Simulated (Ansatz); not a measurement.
## Ag (R-3m) under several functionals

Plane-wave DFT in Ansatz with scalar-relativistic PAW potentials. The same structure was relaxed (cell and atoms, symmetry kept) in separate runs at each level. This form isn't the element's structure at ambient conditions. No spin polarisation.

| level | cutoff (eV) | k mesh | V (Å³/atom) | a (Å) | c (Å) | B0 (GPa) |
| --- | --- | --- | --- | --- | --- | --- |
| LDA | 420 | 18×18×18 | 16.029 | 2.831 | 20.785 | – |
| PBEsol | 420 | 18×18×18 | 16.677 | 2.869 | 21.059 | 118 |
| r2SCAN | 500 | 18×18×18 | 17.311 | 2.905 | 21.322 | – |

Problem. Where does PBE (420 eV, k mesh 18×18×18) fall?

Solution. V (Å³/atom) 17.870, a (Å) 2.936, c (Å) 21.550, B0 (GPa) 91. Its volume is the largest of the set. The usual order of volumes, LDA < PBEsol < PBE, holds here (16.029, 16.677, 17.870 Å³/atom). As a rule LDA overbinds; PBEsol, built on the gradient expansion of slowly varying densities, lies between LDA and PBE; PBE's stronger gradient term for exchange weakens bonds. r2SCAN lies 3.1 % under PBE in volume. B0 goes from 118.1 to 90.7 GPa as the volume grows by 7.2 %; on one curve with B' = 5.7 the volume alone, B ∝ V^(−B'), would give 79.6 GPa, and the rest of the difference is the functional's own stiffness.